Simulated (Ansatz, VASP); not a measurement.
# TiAl3: VASP beside Ansatz

```
Ti Al
1.0
     2.83968    0.00000    0.00000
     0.00000    4.68126    0.00000
     0.00000    0.00000    4.90074
Ti Al
1 3
Direct
  0.99541 0.50053 0.16017
  0.99610 0.99596 0.83332
  0.49094 0.99972 0.32410
  0.49103 0.49562 0.67524
```

Change from the starting cell: atoms moved at random, drawn with an rms of 0.05 Å.

Alike in both runs: task single point; functional PBEsol; k mesh 9 × 6 × 6; occupations fermi-dirac, width 0.05 eV; no spin polarisation.

```csv
,VASP,Ansatz
version,VASP 6.6.1,Ansatz 0.2.0
potentials or method,"VASP PAW PBE potentials, release 64 (Ti_sv, Al)",Ansatz PAW
plane-wave cutoff (eV),520,420
valence electrons in the cell,21,21
```

|  | VASP | Ansatz | Ansatz less VASP |
| --- | --- | --- | --- |
| gap on the k mesh at the Fermi level (eV) | none | none | - |
| pressure (GPa) | -2.1 | -2.2 | -0.06 |
| largest component of the traceless stress (GPa) | 1.76 | 1.76 | -0.003 |
| rms of the force components (eV/Å) | 0.174 | 0.173 | -0.0012 |

Atom by atom the forces differ by 0.001 eV/Å (rms over components). A gap of «none» marks a metal or a gap that the smearing closes. With one functional, cell and mesh, what is left measures potentials, basis and numerics.

Caveats: the PAW data sets were made with another functional, which shifts forces and pressure a little (VASP); the PAW data sets come from PBE, with cores solved anew for the run's functional, which leaves a small shift of forces and pressure (Ansatz).
